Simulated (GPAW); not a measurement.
A run of GPAW 26.7.0:

run.py

```python
import spglib
from ase import Atoms
from ase.eos import EquationOfState
from ase.io import Trajectory, read
from ase.units import GPa
from gpaw import GPAW, PW

atoms = read('Cu.cif')
cell, positions, numbers = spglib.find_primitive(
    (atoms.cell[:], atoms.get_scaled_positions(), atoms.numbers), symprec=1e-4)
atoms = Atoms(numbers, cell=cell, scaled_positions=positions, pbc=True)

traj = Trajectory('eos.traj', 'w')
volumes, energies = [], []
for x in [0.94, 0.96, 0.98, 1.0, 1.02, 1.04, 1.06]:
    a = atoms.copy()
    a.set_cell(atoms.cell * x**(1 / 3), scale_atoms=True)
    calc = GPAW(mode=PW(1600),
                xc='LDA',
                kpts={'size': (13, 13, 13), 'gamma': True},
                occupations={'name': 'fermi-dirac', 'width': 0.05},
                setups='hgh',
                nbands=-9,
                convergence={'density': 1e-05, 'energy': 1e-05},
                maxiter=150,
                txt=f'eos-{x:.2f}.txt')
    a.calc = calc
    energies.append(a.get_potential_energy(force_consistent=True))
    volumes.append(a.get_volume())
    p = -a.get_stress()[:3].mean() / GPa
    calc.write(f'eos-{x:.2f}.gpw')
    traj.write(a)
    print(f'{x:.2f} {volumes[-1]:10.4f} A^3 {energies[-1]:14.6f} eV {p:9.3f} GPa', flush=True)

v0, e0, B = EquationOfState(volumes, energies, eos='birchmurnaghan').fit()
print(f'V0 = {v0:.4f} A^3, E0 = {e0:.6f} eV, B0 = {B / GPa:.2f} GPa')
```

Cu.cif

```cif
data_Cu
_cell_length_a 3.61500000
_cell_length_b 3.61500000
_cell_length_c 3.61500000
_cell_angle_alpha 90.00000000
_cell_angle_beta 90.00000000
_cell_angle_gamma 90.00000000
_space_group_name_H-M_alt 'Fm-3m'
_space_group_name_Hall '-F 4 2 3'
_space_group_IT_number 225
loop_
_space_group_symop_operation_xyz
'x,y,z'
'-x,-y,-z'
'-y,x,z'
'y,-x,-z'
'-x,-y,z'
'x,y,-z'
'y,-x,z'
'-y,x,-z'
'x,-y,-z'
'-x,y,z'
'-y,-x,-z'
'y,x,z'
'-x,y,-z'
'x,-y,z'
'y,x,-z'
'-y,-x,z'
'z,x,y'
'-z,-x,-y'
'z,-y,x'
'-z,y,-x'
'z,-x,-y'
'-z,x,y'
'z,y,-x'
'-z,-y,x'
'-z,x,-y'
'z,-x,y'
'-z,-y,-x'
'z,y,x'
'-z,-x,y'
'z,x,-y'
'-z,y,x'
'z,-y,-x'
'y,z,x'
'-y,-z,-x'
'x,z,-y'
'-x,-z,y'
'-y,z,-x'
'y,-z,x'
'-x,z,y'
'x,-z,-y'
'-y,-z,x'
'y,z,-x'
'-x,-z,-y'
'x,z,y'
'y,-z,-x'
'-y,z,x'
'x,-z,y'
'-x,z,-y'
'x,y+1/2,z+1/2'
'-x,-y+1/2,-z+1/2'
'-y,x+1/2,z+1/2'
'y,-x+1/2,-z+1/2'
'-x,-y+1/2,z+1/2'
'x,y+1/2,-z+1/2'
'y,-x+1/2,z+1/2'
'-y,x+1/2,-z+1/2'
'x,-y+1/2,-z+1/2'
'-x,y+1/2,z+1/2'
'-y,-x+1/2,-z+1/2'
'y,x+1/2,z+1/2'
[... 40 lines left out ...]
'-x+1/2,-y,z+1/2'
'x+1/2,y,-z+1/2'
'y+1/2,-x,z+1/2'
'-y+1/2,x,-z+1/2'
'x+1/2,-y,-z+1/2'
'-x+1/2,y,z+1/2'
'-y+1/2,-x,-z+1/2'
'y+1/2,x,z+1/2'
'-x+1/2,y,-z+1/2'
'x+1/2,-y,z+1/2'
'y+1/2,x,-z+1/2'
'-y+1/2,-x,z+1/2'
'z+1/2,x,y+1/2'
'-z+1/2,-x,-y+1/2'
'z+1/2,-y,x+1/2'
'-z+1/2,y,-x+1/2'
'z+1/2,-x,-y+1/2'
'-z+1/2,x,y+1/2'
'z+1/2,y,-x+1/2'
'-z+1/2,-y,x+1/2'
'-z+1/2,x,-y+1/2'
'z+1/2,-x,y+1/2'
'-z+1/2,-y,-x+1/2'
'z+1/2,y,x+1/2'
'-z+1/2,-x,y+1/2'
'z+1/2,x,-y+1/2'
'-z+1/2,y,x+1/2'
'z+1/2,-y,-x+1/2'
'y+1/2,z,x+1/2'
'-y+1/2,-z,-x+1/2'
'x+1/2,z,-y+1/2'
'-x+1/2,-z,y+1/2'
'-y+1/2,z,-x+1/2'
'y+1/2,-z,x+1/2'
'-x+1/2,z,y+1/2'
'x+1/2,-z,-y+1/2'
'-y+1/2,-z,x+1/2'
'y+1/2,z,-x+1/2'
'-x+1/2,-z,-y+1/2'
'x+1/2,z,y+1/2'
'y+1/2,-z,-x+1/2'
'-y+1/2,z,x+1/2'
'x+1/2,-z,y+1/2'
'-x+1/2,z,-y+1/2'
'x+1/2,y+1/2,z'
'-x+1/2,-y+1/2,-z'
'-y+1/2,x+1/2,z'
'y+1/2,-x+1/2,-z'
'-x+1/2,-y+1/2,z'
'x+1/2,y+1/2,-z'
'y+1/2,-x+1/2,z'
'-y+1/2,x+1/2,-z'
'x+1/2,-y+1/2,-z'
'-x+1/2,y+1/2,z'
'-y+1/2,-x+1/2,-z'
'y+1/2,x+1/2,z'
'-x+1/2,y+1/2,-z'
'x+1/2,-y+1/2,z'
'y+1/2,x+1/2,-z'
'-y+1/2,-x+1/2,z'
'z+1/2,x+1/2,y'
'-z+1/2,-x+1/2,-y'
'z+1/2,-y+1/2,x'
'-z+1/2,y+1/2,-x'
'z+1/2,-x+1/2,-y'
'-z+1/2,x+1/2,y'
'z+1/2,y+1/2,-x'
'-z+1/2,-y+1/2,x'
'-z+1/2,x+1/2,-y'
'z+1/2,-x+1/2,y'
'-z+1/2,-y+1/2,-x'
'z+1/2,y+1/2,x'
'-z+1/2,-x+1/2,y'
'z+1/2,x+1/2,-y'
'-z+1/2,y+1/2,x'
'z+1/2,-y+1/2,-x'
'y+1/2,z+1/2,x'
'-y+1/2,-z+1/2,-x'
'x+1/2,z+1/2,-y'
'-x+1/2,-z+1/2,y'
'-y+1/2,z+1/2,-x'
'y+1/2,-z+1/2,x'
'-x+1/2,z+1/2,y'
'x+1/2,-z+1/2,-y'
'-y+1/2,-z+1/2,x'
'y+1/2,z+1/2,-x'
'-x+1/2,-z+1/2,-y'
'x+1/2,z+1/2,y'
'y+1/2,-z+1/2,-x'
'-y+1/2,z+1/2,x'
'x+1/2,-z+1/2,y'
'-x+1/2,z+1/2,-y'
loop_
_atom_site_label
_atom_site_type_symbol
_atom_site_symmetry_multiplicity
_atom_site_Wyckoff_symbol
_atom_site_fract_x
_atom_site_fract_y
_atom_site_fract_z
_atom_site_occupancy
Cu1 Cu 4 a 0.0000000000 0.0000000000 0.0000000000 1
```

Potentials or basis: HGH pseudopotentials, pw.

Command:

```sh
$ OMP_NUM_THREADS=1 python run.py
```

Hardware: 1 thread of AMD EPYC 7B13 (Zen 3), with other jobs on the host.

Question: How long does it take, and how much memory?

Answer: It took 70 s on 1 thread of AMD EPYC 7B13 (Zen 3), on a shared host, peak memory 0.29 GiB. Counts: scf iterations 49, plane waves 1664, bands 9, k points 84.
